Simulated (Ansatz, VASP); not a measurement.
# Ga: VASP beside Ansatz

Aim: how closely do two programs agree when they are given the same cell, functional and k mesh? The two relaxations start from unlike cells of this crystal (the structure described is Ansatz's start), so only their ends are compared.

Method: plane waves, with VASP 6.6.1 beside it; relaxation of cell and atoms at LDA, spin-orbit coupling, in Ansatz 0.2.0.

## Step 1: The structure

It takes space group Cmce (No. 64, orthorhombic). Conventional cell: a = 4.511 Å, b = 7.645 Å, c = 4.517 Å, α = 90.00°, β = 90.00°, γ = 90.00°. Nearest to Ga lie 5 Ga at 2.44 to 2.74 Å.

Structure file:

```cif
data_structure
_symmetry_space_group_name_H-M 'Cmce'
_symmetry_Int_Tables_number 64
_cell_length_a 4.5107
_cell_length_b 7.6448
_cell_length_c 4.5167
_cell_angle_alpha 90.000
_cell_angle_beta 90.000
_cell_angle_gamma 90.000
_cell_volume 155.75
loop_
_atom_site_label
_atom_site_type_symbol
_atom_site_symmetry_multiplicity
_atom_site_Wyckoff_symbol
_atom_site_fract_x
_atom_site_fract_y
_atom_site_fract_z
_atom_site_occupancy
Ga1 Ga 8 f 0.50000 0.65250 0.92150 1
```

## Step 2: VASP: relaxation of cell and atoms, LDA, spin-orbit coupling

The relaxed volume is the usual yardstick between codes: in a stiff, nearly cubic crystal its relative difference is about their pressure difference at one cell divided by the bulk modulus.

Lines of VASP's logs that name or quote its potential files are left out, and so is its time.

INCAR

```
SYSTEM = Ga
PREC = Accurate
ENCUT = 500
EDIFF = 1E-07
NELM = 200
ISMEAR = 0
SIGMA = 0.1
LREAL = .FALSE.
ALGO = Normal
GGA = CA
LNONCOLLINEAR = .TRUE.
MAGMOM = 0 0 0 0 0 0 0 0 0 0 0 0
NBANDS = 64
GGA_COMPAT = .FALSE.
LASPH = .TRUE.
LSORBIT = .TRUE.
LORBIT = 11
LWAVE = .FALSE.
LCHARG = .FALSE.
ISIF = 3
IBRION = 2
NSW = 80
EDIFFG = -0.005
NELMIN = 4
KPAR = 2
```

POSCAR

```
Ga
1.0
    2.2105363630     -3.7435628248      0.0000000000
    2.2105363630      3.7435628248      0.0000000000
    0.0000000000      0.0000000000      4.4465841336
Ga
4
Direct
    0.8442281779      0.1557718221      0.9146956004
    0.3442281779      0.6557718221      0.5853043996
    0.1557718221      0.8442281779      0.0853043996
    0.6557718221      0.3442281779      0.4146956004
```

KPOINTS

```
Automatic mesh
0
Gamma
8 8 8
0 0 0
```

PAW data sets: Ga_d (LDA family, release 64).

On the command line:

```
$ mpirun -np 2 vasp_ncl
```

Numbers of over 12 decimals in the logs are rounded to 6 here.

Log:

```text
[banner, memory and clock lines left out]
running    2 mpi-ranks, on    1 nodes
 distrk:  each k-point on    1 cores,    2 groups
 distr:  one band on    1 cores,    1 groups

 POSCAR found type information on POSCAR Ga
 POSCAR found :  1 types and       4 ions
 LDA part: xc-table for (Slater(with rela. corr.)+CA(PZ))
 , standard interpolation
 POSCAR, INCAR and KPOINTS ok, starting setup
 FFT: planning ... GRIDC
 FFT: planning ... GRID_SOFT
 FFT: planning ... GRID
 WAVECAR not read
 entering main loop
       N       E                     dE             d eps       ncg     rms          rms(c)
DAV:   1     0.494272900089E+03    0.49427E+03   -0.23237E+04 14128   0.308E+03
DAV:   2     0.710968067238E+02   -0.42318E+03   -0.41007E+03 13448   0.731E+02
DAV:   3    -0.958619818979E+01   -0.80683E+02   -0.78365E+02 15352   0.214E+02
DAV:   4    -0.144963936291E+02   -0.49102E+01   -0.48279E+01 15224   0.556E+01
DAV:   5    -0.146565115028E+02   -0.16012E+00   -0.15982E+00 16064   0.112E+01    0.276E+00
DAV:   6    -0.144960348753E+02    0.16048E+00   -0.34224E-01 16160   0.791E+00    0.143E+00
DAV:   7    -0.144517541014E+02    0.44281E-01   -0.77410E-02 16344   0.261E+00    0.329E-01
DAV:   8    -0.144490603847E+02    0.26937E-02   -0.22149E-02 14616   0.169E+00    0.593E-02
DAV:   9    -0.144491599938E+02   -0.99609E-04   -0.19317E-03 15168   0.512E-01    0.409E-02
DAV:  10    -0.144491516967E+02    0.82971E-05   -0.36327E-04 14864   0.210E-01    0.134E-02
DAV:  11    -0.144491507297E+02    0.96707E-06   -0.52001E-05 20512   0.719E-02    0.461E-03
DAV:  12    -0.144491508569E+02   -0.12726E-06   -0.65406E-06 14440   0.253E-02    0.212E-03
DAV:  13    -0.144491507781E+02    0.78831E-07   -0.54713E-07 15616   0.970E-03
   1 F= -.14449151E+02 E0= -.14447679E+02  d E =-.144492E+02  mag=     0.0000    -0.0000     0.0000
 curvature:   0.00 expect dE= 0.000E+00 dE for cont linesearch  0.000E+00
 trial: gam= 0.00000 g(F)=  0.694E-07 g(S)=  0.102E-04 ort = 0.000E+00 (trialstep = 0.100E+01)
 search vector abs. value=  0.103E-04
 bond charge predicted
       N       E                     dE             d eps       ncg     rms          rms(c)
DAV:   1    -0.144493539806E+02   -0.20312E-03   -0.27183E-03 13880   0.706E-01    0.842E-02
DAV:   2    -0.144491934018E+02    0.16058E-03   -0.35277E-04 14088   0.264E-01    0.375E-02
DAV:   3    -0.144491539884E+02    0.39413E-04   -0.47686E-05 15080   0.914E-02    0.794E-03
DAV:   4    -0.144491495630E+02    0.44255E-05   -0.10569E-05 14048   0.368E-02    0.838E-04
DAV:   5    -0.144491496241E+02   -0.61127E-07   -0.92511E-07 15864   0.999E-03
   2 F= -.14449150E+02 E0= -.14447688E+02  d E =0.115399E-05  mag=    -0.0000     0.0000     0.0000
 trial-energy change:    0.000001  1 .order    0.000002   -0.000010    0.000015
 step:   0.4798(harm=  0.4041)  dis= 0.00001  next Energy=   -14.449153 (dE=-0.261E-05)
 bond charge predicted
       N       E                     dE             d eps       ncg     rms          rms(c)
DAV:   1    -0.144492057395E+02   -0.56177E-04   -0.72888E-04 13720   0.366E-01    0.435E-02
DAV:   2    -0.144491630480E+02    0.42692E-04   -0.94183E-05 13920   0.136E-01    0.193E-02
DAV:   3    -0.144491526833E+02    0.10365E-04   -0.12756E-05 15040   0.474E-02    0.410E-03
DAV:   4    -0.144491515435E+02    0.11398E-05   -0.27145E-06 13928   0.187E-02    0.493E-04
DAV:   5    -0.144491515554E+02   -0.11893E-07   -0.21416E-07 11408   0.491E-03
   3 F= -.14449152E+02 E0= -.14447685E+02  d E =-.777281E-06  mag=     0.0000     0.0000    -0.0000
 curvature:  -0.20 expect dE=-0.320E-06 dE for cont linesearch -0.206E-06
 trial: gam=-0.16046 g(F)=  0.323E-06 g(S)=  0.129E-05 ort = 0.326E-05 (trialstep = 0.896E+00)
 search vector abs. value=  0.829E-06
 reached required accuracy - stopping structural energy minimisation
```

OUTCAR, selected parts (step 2):

```text
ion  position               nearest neighbor table
   1  0.844  0.156  0.915-   3 2.45   4 2.63   4 2.63   2 2.65   2 2.65   3 2.73   3 2.73
   2  0.344  0.656  0.585-   4 2.45   3 2.63   3 2.63   1 2.65   1 2.65   4 2.73   4 2.73
   3  0.156  0.844  0.085-   1 2.45   2 2.63   2 2.63   4 2.65   4 2.65   1 2.73   1 2.73
   4  0.656  0.344  0.415-   2 2.45   1 2.63   1 2.63   3 2.65   3 2.65   2 2.73   2 2.73

  LATTYP: Found a base centered orthorhombic cell.
 ALAT       =     4.4210727260
 B/A-ratio  =     1.6935088187
 C/A-ratio  =     1.0057704112

 Subroutine GETGRP returns: Found  8 space group operations
 (whereof  4 operations were pure point group operations)

The static configuration has the point symmetry C_2h.
 The point group associated with its full space group is D_2h.

 Found    105 irreducible k-points:

   k-points           NKPTS =    105   k-points in BZ     NKDIM =    105   number of bands    NBANDS=     64

   dimension x,y,z NGX =    32 NGY =   32 NGZ =   32
   dimension x,y,z NGXF=    64 NGYF=   64 NGZF=   64

   ENCUT  =  500.0 eV  36.75 Ry    6.06 a.u.   7.93  7.93  8.11*2*pi/ulx,y,z

   NELECT =      52.0000    total number of electrons

 k-points in reciprocal lattice and weights: Automatic mesh
   0.00000000  0.00000000  0.00000000       0.002
   0.12500000  0.00000000  0.00000000       0.008
   0.25000000  0.00000000  0.00000000       0.008
   0.37500000  0.00000000  0.00000000       0.008
   0.50000000  0.00000000  0.00000000       0.004
   0.12500000  0.12500000  0.00000000       0.004
   0.25000000  0.12500000  0.00000000       0.008
   0.37500000  0.12500000  0.00000000       0.008
   0.50000000  0.12500000  0.00000000       0.008
[...]
-0.37500000  0.37500000  0.50000000       0.004
   0.50000000  0.50000000  0.50000000       0.002

 average (electrostatic) potential at core
       1 -66.1306       2 -66.1306       3 -66.1306       4 -66.1306

 E-fermi :   5.3226

 k-point     1 :       0.0000    0.0000    0.0000
  band No.  band energies     occupation
    ...
     48       3.5097      1.00000
     49       3.7042      1.00000
     50       3.7042      1.00000
     51       4.5751      1.00000
     52       4.5751      1.00000
     53       6.2642      0.00000
     54       6.2642      0.00000
     55       6.3881      0.00000
     56       6.3881      0.00000
     57       6.4649      0.00000
    ...

 k-point     2 :       0.1250    0.0000    0.0000
  band No.  band energies     occupation
    ...
     48       1.7905      1.00000
     49       4.1332      1.00000
     50       4.1332      1.00000
     51       4.9379      1.00000
     52       4.9379      1.00000
     53       5.5678      0.00026
     54       5.5678      0.00026
     55       7.1710      0.00000
     56       7.1710      0.00000
     57       8.2114      0.00000
    ...

 k-point     3 :       0.2500    0.0000    0.0000
  band No.  band energies     occupation
    ...
     48       1.7659      1.00000
     49       3.6234      1.00000
     50       3.6234      1.00000
     51       4.1196      1.00000
     52       4.1196      1.00000
     53       7.4477      0.00000
     54       7.4477      0.00000
     55       7.8170      0.00000
     56       7.8170      0.00000
     57       8.1071      0.00000
    ...

  Total       -0.0101524     -0.0007077     -0.0017804      0.0000000     -0.0000000      0.0000000
  in kB       -0.2210870     -0.0154108     -0.0387723      0.0000000     -0.0000000      0.0000000
  external PRESSURE =      -0.0917567 kB  Pullay stress =       0.0000000 kB

  energy-cutoff  :      500.00
  volume of cell :       73.57
      direct lattice vectors                 reciprocal lattice vectors
     2.210255377 -3.743306038  0.000000000     0.226218203 -0.133571766 -0.000000000
     2.210255377  3.743306038  0.000000000     0.226218203  0.133571766  0.000000000
     0.000000000 -0.000000000  4.446199536     0.000000000  0.000000000  0.224911184

 POSITION                                       TOTAL-FORCE (eV/Angst)
 -----------------------------------------------------------------------------------
      2.21026     -2.57712      4.06692         0.000000     -0.001291      0.000096
      2.21026      1.16619      2.60238         0.000000     -0.001291     -0.000096
      2.21026      2.57712      0.37928         0.000000      0.001291     -0.000096
      2.21026     -1.16619      1.84382         0.000000      0.001291      0.000096
 -----------------------------------------------------------------------------------
    total drift:                               -0.000000     -0.000000      0.000000

  FREE ENERGIE OF THE ION-ELECTRON SYSTEM (eV)
  ---------------------------------------------------
  free  energy   TOTEN  =       -14.4491515554 eV

  energy  without entropy=      -14.4462178142  energy(sigma->0) =      -14.44768468

 reached required accuracy - stopping structural energy minimisation

 Spin-Orbit-Coupling matrix elements
 Ion:    1  E_soc:     -0.0127602
 Ion:    2  E_soc:     -0.0127602
 Ion:    3  E_soc:     -0.0127602
 Ion:    4  E_soc:     -0.0127602

 total charge
# of ion       s       p       d       tot
------------------------------------------
    1        0.962   0.767   9.965  11.694
    2        0.962   0.767   9.965  11.694
    3        0.962   0.767   9.965  11.694
    4        0.962   0.767   9.965  11.694
--------------------------------------------------
tot          3.848   3.069  39.859  46.776

 magnetization (x)
# of ion       s       p       d       tot
------------------------------------------
    1       -0.000   0.000  -0.000  -0.000
    2        0.000  -0.000   0.000   0.000
    3       -0.000   0.000  -0.000  -0.000
    4        0.000  -0.000   0.000   0.000
--------------------------------------------------
tot          0.000   0.000   0.000   0.000

 magnetization (y)
# of ion       s       p       d       tot
------------------------------------------
    1        0.000   0.000   0.000   0.000
    2        0.000   0.000   0.000   0.000
    3        0.000   0.000   0.000   0.000
    4        0.000   0.000   0.000   0.000
--------------------------------------------------
tot          0.000   0.000   0.000   0.000

 magnetization (z)
# of ion       s       p       d       tot
------------------------------------------
    1        0.000   0.000   0.000   0.000
    2        0.000   0.000   0.000   0.000
    3        0.000   0.000   0.000   0.000
    4        0.000   0.000   0.000   0.000
--------------------------------------------------
tot          0.000   0.000   0.000   0.000

[... 3 further parts left out ...]
```

(Part 1 of 2 ends here.)

[Lines on the potential files, build, host, timing and source positions are cut from VASP's logs without a mark.]

[Logs are printed without paths, hosts, clocks, repeated set-up lines and the standing remarks that a program may print on its own settings, such as how far it seeks lower states.]

[Hosts, paths, dates, database ids (printed as entryN), source tags and the programs' standing remarks are cut or masked in the printed files.]
